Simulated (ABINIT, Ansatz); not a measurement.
# A GW chain in ABINIT: SiC (P6_3mc), part 2 of 3

Wanted: ground state, empty states, screening and self-energy for SiC (P6_3mc).

ABINIT 10.8.3; PBE and many-body steps on it, plane waves. Known limits of the many-body steps: not at the basis limit; coarse k mesh.

So far. Step 2 (Ground state): The gap is indirect, with the least direct gap 1.10 eV higher.

### 3. Bands along the symmetry lines

Level of this step: DFT, PBE, plane waves, norm-conserving pseudopotentials (ABINIT).

Levels along a band path, at the cheap level, show where the edges lie and whether the meshes to come will hold them.

run.abi

```
acell 3*1.0 Angstrom
rprim 
  3.076621010229 -0.000000000007 0.000000000000
  -1.538310505109 2.664431952678 0.000000000000
  0.000000000000 0.000000000000 15.098084320000
ntypat 2
znucl 14 6
natom 12
typat 1 1 1 1 1 1 2 2 2 2 2 2
xred 
  0.333333333333 0.666666666667 0.832986150000
  0.666666666667 0.333333333333 0.332986150000
  0.666666666667 0.333333333333 0.666500600000
  0.333333333333 0.666666666667 0.166500600000
  0.000000000000 0.000000000000 0.499729420000
  0.000000000000 0.000000000000 0.999729420000
  0.000000000000 0.000000000000 0.874366410000
  0.000000000000 0.000000000000 0.374366410000
  0.333333333333 0.666666666667 0.707996780000
  0.666666666667 0.333333333333 0.207996780000
  0.666666666667 0.333333333333 0.541521640000
  0.333333333333 0.666666666667 0.041521640000
pp_dirpath "pseudos"
pseudos "Si.upf, C.upf"
ecut 37
iscf -2
irdden 1
kptopt 0
nkpt 39
kpt 
  0.00000000 0.00000000 0.00000000
  0.12500000 0.00000000 0.00000000
  0.25000000 0.00000000 0.00000000
  0.37500000 0.00000000 0.00000000
  0.50000000 0.00000000 0.00000000
  0.45833333 0.08333333 0.00000000
  0.41666666 0.16666666 0.00000000
  0.37500000 0.25000000 0.00000000
  0.33333333 0.33333333 0.00000000
  0.25000000 0.25000000 0.00000000
  0.16666666 0.16666666 0.00000000
  0.08333333 0.08333333 0.00000000
  0.00000000 0.00000000 0.00000000
  0.00000000 0.00000000 0.12500000
  0.00000000 0.00000000 0.25000000
  0.00000000 0.00000000 0.37500000
  0.00000000 0.00000000 0.50000000
  0.12500000 0.00000000 0.50000000
  0.25000000 0.00000000 0.50000000
  0.37500000 0.00000000 0.50000000
  0.50000000 0.00000000 0.50000000
  0.45833333 0.08333333 0.50000000
  0.41666666 0.16666666 0.50000000
  0.37500000 0.25000000 0.50000000
  0.33333333 0.33333333 0.50000000
  0.25000000 0.25000000 0.50000000
  0.16666666 0.16666666 0.50000000
  0.08333333 0.08333333 0.50000000
  0.00000000 0.00000000 0.50000000
  0.50000000 0.00000000 0.50000000
  0.50000000 0.00000000 0.37500000
  0.50000000 0.00000000 0.25000000
  0.50000000 0.00000000 0.12500000
  0.50000000 0.00000000 0.00000000
  0.33333333 0.33333333 0.50000000
  0.33333333 0.33333333 0.37500000
  0.33333333 0.33333333 0.25000000
  0.33333333 0.33333333 0.12500000
  0.33333333 0.33333333 0.00000000
istwfk *1
nband 31
nbdbuf 2
tolwfr 1e-08
nstep 40
prtwf 0
prtvol 0
indata_prefix "in"
outdata_prefix "out"
tmpdata_prefix "tmp"
```

Started as:

```bash
OMP_NUM_THREADS=1 mpirun -n 16 abinit run.abi > log
```

Numbers of over 12 decimals in the logs are rounded to 6 here.

What it wrote:

```text
.Version 10.8.3 of ABINIT. v10.8.2 released Aug 2026.

 Symmetries : space group P6_3 m c (#186); Bravais hP (primitive hexag.)
[... echo of the input left out ...]
== DATASET  1 ==================================================================
-   mpi_nproc: 16, omp_nthreads: 1 (-1 if OMP is not activated)
-    --> not optimal distribution: autoparal keyword recommended in input file <--

--- !DatasetInfo
iteration_state: {dtset: 1, }
dimensions: {natom: 12, nkpt: 39, mband: 31, nsppol: 1, nspinor: 1, nspden: 1, mpw: 9054, }
cutoff_energies: {ecut:  37.0, pawecutdg:  -1.0, }
electrons: {nelect:   4.80000000E+01, charge:   0.00000000E+00, occopt:   1.00000000E+00, tsmear:   1.00000000E-02, }

 Real(R)+Recip(G) space primitive vectors, cartesian coordinates (Bohr,Bohr^-1):
 R(1)=  5.8139711  0.0000000  0.0000000  G(1)=  0.1719995  0.0993039  0.0000000
 R(2)= -2.9069856  5.0350467  0.0000000  G(2)=  0.0000000  0.1986079  0.0000000
 R(3)=  0.0000000  0.0000000 28.5312444  G(3)=  0.0000000  0.0000000  0.0350493
 Unit cell volume ucvol=  8.3521269E+02 bohr^3
 Angles (23,13,12)=  9.00000000E+01  9.00000000E+01  1.20000000E+02 degrees

 getcut: wavevector=  0.0000  0.0000  0.0000  ngfft=  32  32 160
         ecut(hartree)=     37.000   => boxcut(ratio)=   2.01007

--- Pseudopotential description ------------------------------------------------
- Si Generated using ONCVPSP code by D. R. Hamann
- 14.00000   4.00000  171031                  znucl, zion, pspdat
12 -101130 2 -1 1510                          pspcod,pspxc,lmax,lloc,mmax
     nproj     2     2     2
  pspatm : epsatm=    9.34321561
         --- l  ekb(1:nproj) -->
             0    5.168965    0.829883
             1    2.571282    0.578307
             2   -2.427311   -0.488097
 pspatm: atomic psp has been read  and splines computed

- C Generated using ONCVPSP code by D. R. Hamann
-  6.00000   4.00000  171031                  znucl, zion, pspdat
12 -101130 1 -1 1248                          pspcod,pspxc,lmax,lloc,mmax
     nproj     2     2     0
  pspatm : epsatm=    4.31346680
         --- l  ekb(1:nproj) -->
[...]
pspatm: atomic psp has been read  and splines computed

--------------------------------------------------------------------------------

================================================================================
 prteigrs : about to open file out_EIG
 Non-SCF case, kpt    1 (  0.00000  0.00000  0.00000), residuals and eigenvalues=
  8.56E-09  7.61E-09  3.58E-09  3.19E-09  3.08E-09  3.96E-09  4.12E-09  1.85E-09
  5.06E-09  2.68E-09  4.68E-09  4.04E-09  5.41E-09  5.58E-09  6.95E-09  3.15E-09
  9.58E-09  4.76E-09  6.06E-09  3.70E-09  9.10E-09  3.92E-09  6.42E-09  8.97E-09
  8.54E-09  6.24E-09  4.96E-09  6.60E-09  8.81E-09  3.37E-06  2.13E-05
 -3.1508E-01 -2.9590E-01 -2.9455E-01 -2.3954E-01 -2.3845E-01 -1.8363E-01
[...]
- [ -2.9069856,   5.0350467,   0.0000000, ]
- [  0.0000000,   0.0000000,  28.5312444, ]
lattice_lengths: [   5.81397,    5.81397,   28.53124, ]
lattice_angles: [ 90.000,  90.000, 120.000, ] # degrees, (23, 13, 12)
lattice_volume:   8.3521269E+02
convergence: {deltae:  0.000E+00, res2:  0.000E+00, residm:  9.997E-09, diffor:  0.000E+00, }
etotal    :  -6.16177741E+01
entropy   :   0.00000000E+00
fermie    :   2.54115613E-01
cartesian_stress_tensor: null
pressure_GPa: null
xred      :
- [  3.3333E-01,   6.6667E-01,   8.3299E-01, Si]
- [  6.6667E-01,   3.3333E-01,   3.3299E-01, Si]
- [  6.6667E-01,   3.3333E-01,   6.6650E-01, Si]
- [  3.3333E-01,   6.6667E-01,   1.6650E-01, Si]
- [  0.0000E+00,  -3.7007E-17,   4.9973E-01, Si]
- [  0.0000E+00,  -3.7007E-17,   9.9973E-01, Si]
- [  0.0000E+00,  -3.7007E-17,   8.7437E-01,  C]
- [  0.0000E+00,  -3.7007E-17,   3.7437E-01,  C]
- [  3.3333E-01,   6.6667E-01,   7.0800E-01,  C]
- [  6.6667E-01,   3.3333E-01,   2.0800E-01,  C]
- [  6.6667E-01,   3.3333E-01,   5.4152E-01,  C]
- [  3.3333E-01,   6.6667E-01,   4.1522E-02,  C]
cartesian_forces: null
force_length_stats: {min: null, max: null, mean: null, }

 Integrated electronic density in atomic spheres:
 ------------------------------------------------
 Atom  Sphere_radius  Integrated_density
[...]
================================================================================

 ----iterations are completed or convergence reached----

 Mean square residual over all n,k,spin=   58.533E-10; max=  99.966E-10
 reduced coordinates (array xred) for   12 atoms
[...]
0.666666666667      0.333333333333      0.541521640000
       0.333333333333      0.666666666667      0.041521640000

 cartesian coordinates (angstrom) at end:
    1      3.67e-12     1.776288    12.576495
    2      1.538311     0.888144     5.027453
    3      1.538311     0.888144    10.062882
[...]
11      1.538311     0.888144     8.175939
   12      3.67e-12     1.776288     0.626897
 length scales=  1.889726125908  1.889726125908  1.889726125908 bohr
              =  1.000000000000  1.000000000000  1.000000000000 angstroms
 prteigrs : about to open file out_EIG
 Eigenvalues (hartree) for nkpt=  39  k points:
 kpt#   1, nband= 31, wtk=  1.00000, kpt=  0.0000  0.0000  0.0000 (reduced coord)
[...]
kpt#   2, nband= 31, wtk=  1.00000, kpt=  0.1250  0.0000  0.0000 (reduced coord)
[...]
kpt#   3, nband= 31, wtk=  1.00000, kpt=  0.2500  0.0000  0.0000 (reduced coord)
[...]
kpt#  38, nband= 31, wtk=  1.00000, kpt=  0.3333  0.3333  0.1250 (reduced coord)
[...]
0.38328    0.38328    0.39451    0.43850    0.47595    0.47596    0.50512
 kpt#  39, nband= 31, wtk=  1.00000, kpt=  0.3333  0.3333  0.0000 (reduced coord)
[...]
-0.01971   -0.00754    0.00468    0.00468    0.03257    0.03257    0.04506    0.07853
   0.08596    0.08596    0.13023    0.13023    0.13784    0.17250    0.17778    0.17778
   0.38239    0.38239    0.39300    0.44097    0.48265    0.48275    0.49839

== END DATASET(S) ==============================================================
================================================================================

 -outvars: echo values of variables after computation  --------
            nband          31
             nkpt          39
          spgroup         186
 [... the other variables as echoed above ...]

 Calculation completed.
```

The job ended after 32 s (16 MPI ranks of AMD EPYC 7R43, shared host; peak memory 1.5 GiB; 8.3 min of CPU time).

This step gave:

```yaml
gap: 2.022 eV
k_of_the_valence_top: 0, 0, 0
k_of_the_conduction_bottom: 0.5, 0, 0.25
least_direct_gap: 3.130 eV
```

The gap is 2.022 eV, −0.004 eV from the run before at this level.

Electronic bands along the path, in eV, zero at the top of the highest filled band:

```csv
point,band 21,band 22,band 23,band 24,band 25,band 26,band 27,band 28
Γ,-0.30,-0.04,0.00,0.00,5.20,5.37,5.78,6.29
halfway,-1.15,-1.12,-0.71,-0.53,3.68,3.91,4.39,5.02
M,-1.82,-1.79,-1.67,-1.10,2.03,2.22,3.22,3.90
halfway,-2.44,-2.23,-2.01,-1.77,2.85,3.53,4.51,4.95
K,-3.16,-2.22,-2.08,-2.08,3.49,3.49,3.78,5.08
halfway,-1.79,-1.74,-1.30,-0.72,4.82,4.88,4.98,5.07
Γ,-0.30,-0.04,0.00,0.00,5.20,5.37,5.78,6.29
halfway,-0.20,-0.20,-0.03,-0.03,5.22,5.34,5.86,6.20
A,-0.10,-0.10,-0.10,-0.10,5.27,5.27,6.02,6.02
halfway,-1.00,-1.00,-0.71,-0.71,3.79,3.79,4.74,4.74
L,-1.72,-1.72,-1.31,-1.31,2.07,2.07,3.44,3.44
halfway,-2.68,-2.68,-1.67,-1.67,3.22,3.22,4.49,4.49
H,-2.64,-2.64,-2.27,-2.27,3.67,3.67,4.35,4.35
halfway,-1.96,-1.96,-0.85,-0.85,4.75,4.75,5.14,5.14
A,-0.10,-0.10,-0.10,-0.10,5.27,5.27,6.02,6.02
jump to L,-1.72,-1.72,-1.31,-1.31,2.07,2.07,3.44,3.44
halfway,-2.00,-1.64,-1.54,-1.16,2.02,2.17,3.29,3.68
M,-1.82,-1.79,-1.67,-1.10,2.03,2.22,3.22,3.90
jump to H,-2.64,-2.64,-2.27,-2.27,3.67,3.67,4.35,4.35
halfway,-2.99,-2.34,-2.16,-2.16,3.58,3.58,3.94,4.84
K,-3.16,-2.22,-2.08,-2.08,3.49,3.49,3.78,5.08
```

### 4. Empty states on the mesh, 6×6×1 mesh, 898 bands

The sums over transitions need many empty states on a uniform mesh; this step solves for them.

run.abi

```
acell 3*1.0 Angstrom
rprim 
  3.076621010229 -0.000000000007 0.000000000000
  -1.538310505109 2.664431952678 0.000000000000
  0.000000000000 0.000000000000 15.098084320000
ntypat 2
znucl 14 6
natom 12
typat 1 1 1 1 1 1 2 2 2 2 2 2
xred 
  0.333333333333 0.666666666667 0.832986150000
  0.666666666667 0.333333333333 0.332986150000
  0.666666666667 0.333333333333 0.666500600000
  0.333333333333 0.666666666667 0.166500600000
  0.000000000000 0.000000000000 0.499729420000
  0.000000000000 0.000000000000 0.999729420000
  0.000000000000 0.000000000000 0.874366410000
  0.000000000000 0.000000000000 0.374366410000
  0.333333333333 0.666666666667 0.707996780000
  0.666666666667 0.333333333333 0.207996780000
  0.666666666667 0.333333333333 0.541521640000
  0.333333333333 0.666666666667 0.041521640000
pp_dirpath "pseudos"
pseudos "Si.upf, C.upf"
ecut 37
ngkpt 6 6 1
nshiftk 1
shiftk 0 0 0
kptopt 1
chksymbreak 0
iscf -2
irdden 1
istwfk *1
nband 898
nbdbuf 80
tolwfr 1e-09
nstep 60
prtvol 0
indata_prefix "in"
outdata_prefix "out"
tmpdata_prefix "tmp"
```

What it wrote:

```text
.Version 10.8.3 of ABINIT. v10.8.2 released Aug 2026.

 Symmetries : space group P6_3 m c (#186); Bravais hP (primitive hexag.)
[... echo of the input left out ...]
== DATASET  1 ==================================================================
-   mpi_nproc: 16, omp_nthreads: 1 (-1 if OMP is not activated)
-    --> not optimal distribution: autoparal keyword recommended in input file <--

--- !DatasetInfo
iteration_state: {dtset: 1, }
dimensions: {natom: 12, nkpt: 7, mband: 898, nsppol: 1, nspinor: 1, nspden: 1, mpw: 9054, }
cutoff_energies: {ecut:  37.0, pawecutdg:  -1.0, }
electrons: {nelect:   4.80000000E+01, charge:   0.00000000E+00, occopt:   1.00000000E+00, tsmear:   1.00000000E-02, }

 Real(R)+Recip(G) space primitive vectors, cartesian coordinates (Bohr,Bohr^-1):
 R(1)=  5.8139711  0.0000000  0.0000000  G(1)=  0.1719995  0.0993039  0.0000000
 R(2)= -2.9069856  5.0350467  0.0000000  G(2)=  0.0000000  0.1986079  0.0000000
 R(3)=  0.0000000  0.0000000 28.5312444  G(3)=  0.0000000  0.0000000  0.0350493
 Unit cell volume ucvol=  8.3521269E+02 bohr^3
 Angles (23,13,12)=  9.00000000E+01  9.00000000E+01  1.20000000E+02 degrees

 getcut: wavevector=  0.0000  0.0000  0.0000  ngfft=  32  32 160
         ecut(hartree)=     37.000   => boxcut(ratio)=   2.01007

--- Pseudopotential description ------------------------------------------------
- Si Generated using ONCVPSP code by D. R. Hamann
- 14.00000   4.00000  171031                  znucl, zion, pspdat
12 -101130 2 -1 1510                          pspcod,pspxc,lmax,lloc,mmax
     nproj     2     2     2
  pspatm : epsatm=    9.34321561
         --- l  ekb(1:nproj) -->
             0    5.168965    0.829883
             1    2.571282    0.578307
             2   -2.427311   -0.488097
 pspatm: atomic psp has been read  and splines computed

- C Generated using ONCVPSP code by D. R. Hamann
-  6.00000   4.00000  171031                  znucl, zion, pspdat
12 -101130 1 -1 1248                          pspcod,pspxc,lmax,lloc,mmax
     nproj     2     2     0
  pspatm : epsatm=    4.31346680
         --- l  ekb(1:nproj) -->
[...]
pspatm: atomic psp has been read  and splines computed

--------------------------------------------------------------------------------

================================================================================
 prteigrs : about to open file out_EIG
 Non-SCF case, kpt    1 (  0.00000  0.00000  0.00000), residuals and eigenvalues=
  1.42E-10  1.76E-10  7.32E-11  9.05E-11  1.18E-10  1.65E-10  2.89E-10  1.57E-10
  1.28E-10  5.21E-10  5.64E-10  6.02E-10  8.08E-10  5.45E-10  7.03E-10  5.33E-10
  9.34E-10  4.36E-10  7.84E-10  6.16E-10  8.76E-10  6.24E-10  5.20E-10  7.90E-10
[...]
2.35E-03  4.83E-03
 -3.1508E-01 -2.9590E-01 -2.9455E-01 -2.3954E-01 -2.3845E-01 -1.8363E-01
 -6.2412E-02  2.4020E-02  2.5474E-02  1.6465E-01  1.6567E-01  2.1190E-01
  2.1190E-01  2.1877E-01  2.1877E-01  2.2279E-01  2.2279E-01  2.4002E-01
[...]
7.3494E+00  7.3595E+00  7.3651E+00  7.3659E+00  7.3899E+00  7.3934E+00
  7.4001E+00  7.4017E+00  7.4094E+00  7.4154E+00  7.4301E+00  7.4357E+00
  7.4398E+00  7.4449E+00  7.4488E+00  7.4579E+00
 prteigrs : prtvol=0 or 1, do not print more k-points.

--- !ResultsGS
iteration_state: {dtset: 1, }
comment   : Summary of ground state results
lattice_vectors:
- [  5.8139711,  -0.0000000,   0.0000000, ]
- [ -2.9069856,   5.0350467,   0.0000000, ]
- [  0.0000000,   0.0000000,  28.5312444, ]
lattice_lengths: [   5.81397,    5.81397,   28.53124, ]
lattice_angles: [ 90.000,  90.000, 120.000, ] # degrees, (23, 13, 12)
lattice_volume:   8.3521269E+02
convergence: {deltae:  0.000E+00, res2:  0.000E+00, residm:  9.967E-10, diffor:  0.000E+00, }
etotal    :  -6.16177741E+01
entropy   :   0.00000000E+00
fermie    :   2.54115613E-01
cartesian_stress_tensor: null
pressure_GPa: null
xred      :
- [  3.3333E-01,   6.6667E-01,   8.3299E-01, Si]
- [  6.6667E-01,   3.3333E-01,   3.3299E-01, Si]
- [  6.6667E-01,   3.3333E-01,   6.6650E-01, Si]
- [  3.3333E-01,   6.6667E-01,   1.6650E-01, Si]
- [  0.0000E+00,  -3.7007E-17,   4.9973E-01, Si]
- [  0.0000E+00,  -3.7007E-17,   9.9973E-01, Si]
- [  0.0000E+00,  -3.7007E-17,   8.7437E-01,  C]
- [  0.0000E+00,  -3.7007E-17,   3.7437E-01,  C]
- [  3.3333E-01,   6.6667E-01,   7.0800E-01,  C]
- [  6.6667E-01,   3.3333E-01,   2.0800E-01,  C]
- [  6.6667E-01,   3.3333E-01,   5.4152E-01,  C]
- [  3.3333E-01,   6.6667E-01,   4.1522E-02,  C]
cartesian_forces: null
force_length_stats: {min: null, max: null, mean: null, }

 Integrated electronic density in atomic spheres:
 ------------------------------------------------
 Atom  Sphere_radius  Integrated_density
[...]
================================================================================

 ----iterations are completed or convergence reached----

 Mean square residual over all n,k,spin=   39.169E-11; max=  99.667E-11
 reduced coordinates (array xred) for   12 atoms
[...]
0.666666666667      0.333333333333      0.541521640000
       0.333333333333      0.666666666667      0.041521640000

 cartesian coordinates (angstrom) at end:
    1      3.67e-12     1.776288    12.576495
    2      1.538311     0.888144     5.027453
[...]
11      1.538311     0.888144     8.175939
   12      3.67e-12     1.776288     0.626897
 length scales=  1.889726125908  1.889726125908  1.889726125908 bohr
              =  1.000000000000  1.000000000000  1.000000000000 angstroms
 prteigrs : about to open file out_EIG
 Eigenvalues (hartree) for nkpt=   7  k points:
 kpt#   1, nband=898, wtk=  0.02778, kpt=  0.0000  0.0000  0.0000 (reduced coord)
[...]
7.32284    7.32296    7.34936    7.35951    7.36509    7.36592    7.38991    7.39335
   7.40015    7.40174    7.40942    7.41539    7.43007    7.43567    7.43975    7.44490
   7.44878    7.45791
 prteigrs : prtvol=0 or 1, do not print more k-points.

== END DATASET(S) ==============================================================
================================================================================

 -outvars: echo values of variables after computation  --------
            nband         898
             nkpt           7
          spgroup         186
 [... the other variables as echoed above ...]

 Calculation completed.
```

Run time: 21 min. Hardware: 16 MPI ranks; peak memory 2.5 GiB.

This step gave:

```yaml
gap: 2.027 eV
k_of_the_valence_top: 0, 0, 0
k_of_the_conduction_bottom: 0.5, 0, 0
least_direct_gap: 3.130 eV
k_points_computed: 7
lowest_point_of_the_top_converged_band_above_the_valence_top: 181.4774 eV
```

On this mesh the gap is 2.027 eV.

(Continued in part 3 of 3.)

[Paths, hosts, dates, memory and timing lines, banners, echoed tables and standing remarks are left out of the program output.]

[Logs are printed without paths, hosts, clocks, repeated set-up lines and the standing remarks that a program may print on its own settings, such as how far it seeks lower states.]

[Runs of the session that timed out or met a known fault of the program may be left out.]

[Hosts, paths, dates, database ids (printed as entryN), source tags and the programs' standing remarks are cut or masked in the printed files.]

[G0W0 gaps are taken among the corrected bands and points alone; a level outside them can change the order at an edge.]

[Where Ansatz stands beside ABINIT at settings called matched, ABINIT's density can come from a denser mesh and the files from another edition; pairs whose starting gaps differed by over 0.03 eV were left out, so agreement reads better than it is.]
